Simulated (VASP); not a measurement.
# Mn (P4_132) in VASP: notebook

The runs below take Mn through relaxation of cell and atoms, with PBE.

All numbers are computed with VASP 6.6.1; they aren't measurements. Logs are shortened: lines on timing, memory, paths and dates and some standing lists are left out, and cuts for length are marked.

**1. The crystal as given**

The structure is cubic, space group P4_132 (No. 213). The conventional cell has a = 6.315 Å, b = 6.315 Å, c = 6.315 Å, α = 90.00°, β = 90.00°, γ = 90.00°. Mn (site symmetry 3) has 12 Mn at 2.36 to 2.68 Å as nearest neighbours. Mn (site symmetry 2) has 12 Mn at 2.58 to 2.68 Å as nearest neighbours.

This isn't the form of Mn at room conditions, which is a 58-atom cubic cell.

**2. Relaxation of cell and atoms, PBE, collinear spin, ferromagnetic start**

The input, INCAR:

```
SYSTEM = Mn
ALGO     = Normal         ! electronic algorithm
EDIFF    = 1E-6           ! SCF threshold, eV
EDIFFG   = -0.01          ! ionic threshold
ENCUT    = 520            ! plane-wave cutoff, eV
GGA      = PE             ! functional
IBRION   = 2              ! ionic algorithm
ISIF     = 3              ! what is computed and relaxed
ISMEAR   = 0              ! smearing method
ISPIN    = 2              ! spin polarisation
KPAR     = 8            
LASPH    = .True.         ! aspherical terms in the spheres
LCHARG   = .False.        ! write CHGCAR
LMAXMIX  = 4              ! l up to which the mixer works
LORBIT   = 11             ! projections on sites
LREAL    = .False.        ! projectors in reciprocal space
LWAVE    = .False.        ! write WAVECAR
MAGMOM   = 4 4 4 4 4 4 4 4 4 4 4 4 4 4 4 4 4 4 4 4 ! initial moments
NELM     = 120            ! most SCF steps
NSW      = 90             ! ionic steps
PREC     = Accurate       ! precision mode
SIGMA    = 0.1            ! smearing width, eV
```

The input, KPOINTS:

```
k-points
0
Gamma
  4 4 4
  0 0 0
```

The input, POSCAR:

```
Mn
1.0
    6.3150000000      0.0000000000      0.0000000000
    0.0000000000      6.3150000000      0.0000000000
    0.0000000000      0.0000000000      6.3150000000
Mn
20
Direct
    0.0636100000      0.0636100000      0.0636100000
    0.1863900000      0.8136100000      0.3136100000
    0.4363900000      0.9363900000      0.5636100000
    0.3136100000      0.1863900000      0.8136100000
    0.5636100000      0.4363900000      0.9363900000
    0.6863900000      0.6863900000      0.6863900000
    0.9363900000      0.5636100000      0.4363900000
    0.8136100000      0.3136100000      0.1863900000
    0.1250000000      0.2022400000      0.4522400000
    0.0477600000      0.8750000000      0.7022400000
    0.3750000000      0.7977600000      0.9522400000
    0.4522400000      0.1250000000      0.2022400000
    0.6250000000      0.2977600000      0.5477600000
    0.5477600000      0.6250000000      0.2977600000
    0.8750000000      0.7022400000      0.0477600000
    0.9522400000      0.3750000000      0.7977600000
    0.7022400000      0.0477600000      0.8750000000
    0.2022400000      0.4522400000      0.1250000000
    0.2977600000      0.5477600000      0.6250000000
    0.7977600000      0.9522400000      0.3750000000
```

Potentials or basis: VASP PAW PBE potentials, release 64 (Mn_pv).

Launch:

```bash
$ cat potpaw_PBE.64/Mn_pv/POTCAR > POTCAR
$ mpirun -np 8 vasp_std > vasp.out
```

OUTCAR:

```text
SYSTEM = Mn
   EDIFF = 1E-6
   EDIFFG = -0.01
   ENCUT = 520
   GGA = PE
   IBRION = 2
   ISIF = 3
   ISMEAR = 0
   ISPIN = 2
   LASPH = .True.
   LORBIT = 11
   LREAL = .False.
   NELM = 120
   NSW = 90
   PREC = Accurate

 ion  position               nearest neighbor table
   1  0.064  0.064  0.064-   2 2.36   4 2.36   8 2.36  10 2.58  15 2.58  17 2.58   9 2.63  12 2.63
                            18 2.63  11 2.68  16 2.68  20 2.68
   2  0.186  0.814  0.314-   1 2.36   3 2.36   7 2.36  11 2.58  14 2.58  18 2.58  10 2.63   9 2.63
                            20 2.63  12 2.68  19 2.68  15 2.68
   3  0.436  0.936  0.564-   2 2.36   4 2.36   6 2.36  12 2.58  13 2.58  20 2.58  11 2.63  19 2.63
                            10 2.63  17 2.68   9 2.68  14 2.68
   4  0.314  0.186  0.814-   1 2.36   3 2.36   5 2.36   9 2.58  16 2.58  19 2.58  11 2.63  17 2.63
                            12 2.63  13 2.68  18 2.68  10 2.68
   5  0.564  0.436  0.936-   4 2.36   6 2.36   8 2.36  11 2.58  14 2.58  18 2.58  16 2.63  17 2.63
                            13 2.63  15 2.68  12 2.68  19 2.68
   6  0.686  0.686  0.686-   3 2.36   5 2.36   7 2.36  10 2.58  15 2.58  17 2.58  13 2.63  14 2.63
                            19 2.63  11 2.68  16 2.68  20 2.68
   7  0.936  0.564  0.436-   2 2.36   6 2.36   8 2.36   9 2.58  16 2.58  19 2.58  14 2.63  15 2.63
                            20 2.63  18 2.68  13 2.68  10 2.68
   8  0.814  0.314  0.186-   1 2.36   5 2.36   7 2.36  12 2.58  13 2.58  20 2.58  16 2.63  18 2.63
                            15 2.63  17 2.68   9 2.68  14 2.68
   9  0.125  0.202  0.452-   4 2.58   7 2.58   1 2.63   2 2.63  10 2.65  12 2.65  20 2.65  18 2.65
[... 9 lines left out ...]
  14  0.548  0.625  0.298-   2 2.58   5 2.58   6 2.63   7 2.63  13 2.65  15 2.65  20 2.65  19 2.65
                            11 2.67  18 2.67   3 2.68   8 2.68
  15  0.875  0.702  0.048-   1 2.58   6 2.58   7 2.63   8 2.63  14 2.65  16 2.65  18 2.65  20 2.65
                            10 2.67  17 2.67   5 2.68   2 2.68
  16  0.952  0.375  0.798-   4 2.58   7 2.58   5 2.63   8 2.63  13 2.65  15 2.65  17 2.65  18 2.65
                             9 2.67  19 2.67   1 2.68   6 2.68
  17  0.702  0.048  0.875-   1 2.58   6 2.58   5 2.63   4 2.63  11 2.65  16 2.65  13 2.65  12 2.65
                            15 2.67  10 2.67   3 2.68   8 2.68
  18  0.202  0.452  0.125-   2 2.58   5 2.58   1 2.63   8 2.63  12 2.65  15 2.65   9 2.65  16 2.65
                            11 2.67  14 2.67   7 2.68   4 2.68
  19  0.298  0.548  0.625-   4 2.58   7 2.58   6 2.63   3 2.63  10 2.65  13 2.65  11 2.65  14 2.65
                             9 2.67  16 2.67   2 2.68   5 2.68
  20  0.798  0.952  0.375-   3 2.58   8 2.58   7 2.63   2 2.63   9 2.65  14 2.65  10 2.65  15 2.65
                            12 2.67  13 2.67   1 2.68   6 2.68

  LATTYP: Found a simple cubic cell.
 ALAT       =     6.3150000000

  Lattice vectors:

 A1 = (   6.3150000000,   0.0000000000,   0.0000000000)
 A2 = (   0.0000000000,   6.3150000000,   0.0000000000)
 A3 = (   0.0000000000,   0.0000000000,   6.3150000000)

Analysis of symmetry for initial positions (statically):
=====================================================================
 Subroutine PRICEL returns:
 Original cell was already a primitive cell.

 Routine SETGRP: Setting up the symmetry group for a
 simple cubic supercell.

 Subroutine GETGRP returns: Found 24 space group operations
 (whereof  3 operations were pure point group operations)
 out of a pool of 48 trial point group operations.

The static configuration has the point symmetry C_3 .
 The point group associated with its full space group is O   .

Analysis of symmetry for dynamics (positions and initial velocities):
=====================================================================
 Subroutine PRICEL returns:
 Original cell was already a primitive cell.

 Routine SETGRP: Setting up the symmetry group for a
 simple cubic supercell.

 Subroutine GETGRP returns: Found 24 space group operations
[... 47 lines left out ...]
   EFERMI_NEDOS =   21; number of points for ismear=-14 and -15
   IALGO  =     38    algorithm
   IMIX   =      4    mixing-type and parameters
     AMIX     =   0.40;   BMIX     =  1.00
     AMIX_MAG =   1.60;   BMIX_MAG =  1.00
  volume/ion in A,a.u.               =      12.59        84.97
  Fermi-wavevector in a.u.,A,eV,Ry     =   1.654598  3.126738 37.248612  2.737696
  Thomas-Fermi vector in A             =   2.742838
   LORBIT       =     11    0 simple, 1 ext, 2 COOP (PROOUT), +10 PAW based schemes
   GGA     = PE    functional components
   LHFCALC =     F    Hartree Fock is set to
   AEXX    =    0.0000 exact exchange contribution
   IVDW    =     0    specifies the selected vdW correction
   LEPSILON=     F    determine dielectric tensor
   LRPA    =     F    only Hartree local field effects (RPA)
 conjugate gradient relaxation of ions
 spin polarized calculation
 Gauss-broadening in eV      SIGMA  =   0.10
  energy-cutoff  :      520.00
  volume of cell :      251.84
 maximum number of plane-waves:      6816
 NGX is ok and might be reduce to    48
   NGX = 23   NGY = 23   NGZ = 23

--------------------------------------- Ionic step        1  -------------------------------------------

 number of electron     260.0000015 magnetization      20.8952312

 Free energy of the ion-electron system (eV)
  ---------------------------------------------------
  ext. energy  EPLUGINS =         0.00000000
  ---------------------------------------------------
  free energy    TOTEN  =      -176.34133886 eV

  energy without entropy =     -176.19252921  energy(sigma->0) =     -176.26693403

 E-fermi :   8.5663     XC(G=0): -13.0396

 val. band max:        8.5569107286   @ k =   0.5000   0.0000   0.0000
 cond. band min:       8.5692426674   @ k =   0.5000   0.5000   0.2500
 fundamental gap:      0.0123319388
 Fermi energy:         8.5663075291

 spin component 1

 k-point     1 :       0.0000    0.0000    0.0000
  band No.  band energies     occupation
      1     -40.4964      1.00000
      2     -40.4964      1.00000
      3     -40.4964      1.00000
      4     -40.4804      1.00000
      5     -40.4756      1.00000
      6     -40.4756      1.00000
[... 2892 lines left out ...]
    141       9.6302      0.00000
    142       9.6302      0.00000
 [bands above 142 left out]

------------------------ aborting loop because EDIFF is reached ----------------------------------------

  FORCE on cell =-STRESS in cart. coord.  units (eV):
  Direction    XX          YY          ZZ          XY          YZ          ZX
  --------------------------------------------------------------------------------------
  -------------------------------------------------------------------------------------
  Total      -27.4403518    -27.4403518    -27.4403518     -0.0000000      0.0000000     -0.0000000
  in kB     -174.5742532   -174.5742532   -174.5742532     -0.0000000      0.0000000     -0.0000000
  external PRESSURE =    -174.5742532 kB  Pullay stress =       0.0000000 kB
[... 145 lines left out ...]
  FREE ENERGIE OF THE ION-ELECTRON SYSTEM (eV)
  ---------------------------------------------------
  free  energy   TOTEN  =      -178.7420689566 eV

  energy  without entropy=     -178.5697951941  energy(sigma->0) =     -178.65593208

[... ionic steps 4 to 9 ...]

--------------------------------------- Ionic step       10  -------------------------------------------

 number of electron     260.0000286 magnetization      -0.0084671

------------------------ aborting loop because EDIFF is reached ----------------------------------------
[... 103 lines left out ...]
--------------------------------------- Ionic step       12  -------------------------------------------

 number of electron     260.0000287 magnetization      -0.0279581

 Free energy of the ion-electron system (eV)
  ---------------------------------------------------
  ext. energy  EPLUGINS =         0.00000000
  ---------------------------------------------------
  free energy    TOTEN  =      -178.98092297 eV

  energy without entropy =     -178.80502921  energy(sigma->0) =     -178.89297609

 E-fermi :  10.3218     XC(G=0): -13.9192

 val. band max:       10.3213367868   @ k =   0.5000   0.5000   0.5000
 cond. band min:      10.3246286509   @ k =   0.5000   0.2500   0.2500
 fundamental gap:      0.0032918641
 Fermi energy:        10.3217727989

 spin component 1

 k-point     1 :       0.0000    0.0000    0.0000
  band No.  band energies     occupation
      1     -38.1327      1.00000
      2     -38.1052      1.00000
      3     -38.1052      1.00000
      4     -38.1052      1.00000
      5     -38.0838      1.00000
      6     -38.0838      1.00000
[... 1920 lines left out ...]
     39     -37.5576      1.00000
     40     -37.5565      1.00000
     41     -
```

Wall time 24 min (8 MPI ranks of Intel Xeon 6975P-C (Granite Rapids), shared host); peak memory 0.86 GiB.

Results:

```
Free energy                                           : -178.9809 eV
Relaxed volume                                        : 10.89 Å³/atom
Relaxed cell                                          : a = 6.016 Å, b = 6.016 Å, c = 6.016 Å, α = 90.00°, β = 90.00°, γ = 90.00°
Space group after relaxing (to 0.05 Å)                : P4_132 (No. 213)
Energy gained by relaxing                             : 132.0 meV/atom
Ionic steps                                           : 12
Pressure after relaxing                               : -0.1 GPa
Largest force after relaxing                          : 0.007 eV/Å
Band gap on the k mesh                                : none (metal or under the smearing width)
Net moment                                            : -0.03 μB per cell
Valence electrons inside the program's atomic spheres : Mn 12.11, 11.91
```

Forces in eV/Å, atoms in the order of the input:
```
Mn   0.004  0.004  0.004
Mn  -0.004  0.004  0.004
Mn  -0.004 -0.004  0.004
Mn   0.004 -0.004  0.004
Mn   0.004 -0.004 -0.004
Mn  -0.004 -0.004 -0.004
Mn  -0.004  0.004 -0.004
Mn   0.004  0.004 -0.004
Mn   0.000 -0.001 -0.001
Mn   0.001  0.000 -0.001
Mn   0.000  0.001 -0.001
Mn  -0.001  0.000 -0.001
Mn   0.000  0.001  0.001
Mn   0.001  0.000  0.001
Mn   0.000 -0.001  0.001
Mn  -0.001  0.000  0.001
Mn  -0.001  0.001  0.000
Mn  -0.001 -0.001  0.000
Mn   0.001  0.001  0.000
Mn   0.001 -0.001  0.000
```

Step by step:
```csv
step,energy change (eV),largest force (eV/Å),pressure (GPa),volume (Å³)
1,0.0000,0.2177,-17.46,251.84
2,-1.7117,0.5536,18.68,205.07
3,-2.4007,0.4876,-0.93,218.37
4,-2.4030,0.4910,-0.03,217.66
5,-2.4787,0.3138,0.63,217.02
6,-2.5390,0.3523,2.22,215.75
7,-2.5829,0.3032,0.19,217.33
8,-2.5996,0.2511,-1.86,219.04
9,-2.6318,0.1165,-0.81,218.26
10,-2.6395,0.0115,0.07,217.65
11,-2.6395,0.0106,0.12,217.62
12,-2.6396,0.0070,-0.07,217.77
```

Final structure:
```yaml
crystal:
  lattice:
    - [6.01631, 0.00000, 0.00000]
    - [0.00000, 6.01631, 0.00000]
    - [0.00000, 0.00000, 6.01631]
  atoms:
    - { symbol: Mn, position: [0.05302, 0.05302, 0.05302] }
    - { symbol: Mn, position: [0.19698, 0.80302, 0.30302] }
    - { symbol: Mn, position: [0.44698, 0.94698, 0.55302] }
    - { symbol: Mn, position: [0.30302, 0.19698, 0.80302] }
    - { symbol: Mn, position: [0.55302, 0.44698, 0.94698] }
    - { symbol: Mn, position: [0.69698, 0.69698, 0.69698] }
    - { symbol: Mn, position: [0.94698, 0.55302, 0.44698] }
    - { symbol: Mn, position: [0.80302, 0.30302, 0.19698] }
    - { symbol: Mn, position: [0.12500, 0.19685, 0.44685] }
    - { symbol: Mn, position: [0.05315, 0.87500, 0.69685] }
    - { symbol: Mn, position: [0.37500, 0.80315, 0.94685] }
    - { symbol: Mn, position: [0.44685, 0.12500, 0.19685] }
    - { symbol: Mn, position: [0.62500, 0.30315, 0.55315] }
    - { symbol: Mn, position: [0.55315, 0.62500, 0.30315] }
    - { symbol: Mn, position: [0.87500, 0.69685, 0.05315] }
    - { symbol: Mn, position: [0.94685, 0.37500, 0.80315] }
    - { symbol: Mn, position: [0.69685, 0.05315, 0.87500] }
    - { symbol: Mn, position: [0.19685, 0.44685, 0.12500] }
    - { symbol: Mn, position: [0.30315, 0.55315, 0.62500] }
    - { symbol: Mn, position: [0.80315, 0.94685, 0.37500] }
```

Levels at points of the mesh, in eV from the Fermi level:
Spin up:
```
           k point  band 127  band 128  band 129  band 130  band 131  band 132  band 133  band 134
(0.00, 0.00, 0.00)     -0.12     -0.12     -0.12      0.23      0.23      0.23      0.34      0.34
(0.50, 0.00, 0.00)     -0.24     -0.24     -0.08     -0.08      0.23      0.23      0.25      0.25
(0.50, 0.50, 0.00)     -0.23     -0.23     -0.14     -0.14     -0.01     -0.01      0.22      0.22
(0.50, 0.50, 0.50)     -0.29     -0.29      0.00      0.00      0.00      0.00      0.11      0.11
```
Spin down:
```csv
k point,band 128,band 129,band 130,band 131,band 132,band 133
"(0.00, 0.00, 0.00)",-0.13,-0.13,0.22,0.22,0.22,0.34
"(0.50, 0.00, 0.00)",-0.25,-0.09,-0.09,0.23,0.23,0.25
"(0.50, 0.50, 0.00)",-0.23,-0.14,-0.14,-0.01,-0.01,0.21
"(0.50, 0.50, 0.50)",-0.29,0.00,0.00,0.00,0.00,0.11
```

Caveat: the starting moments collapsed, and a magnetic state may lie lower; the volume moved by -14 % from the deposited cell, more than functionals usually miss.

(Part 1 of 2 ends here.)
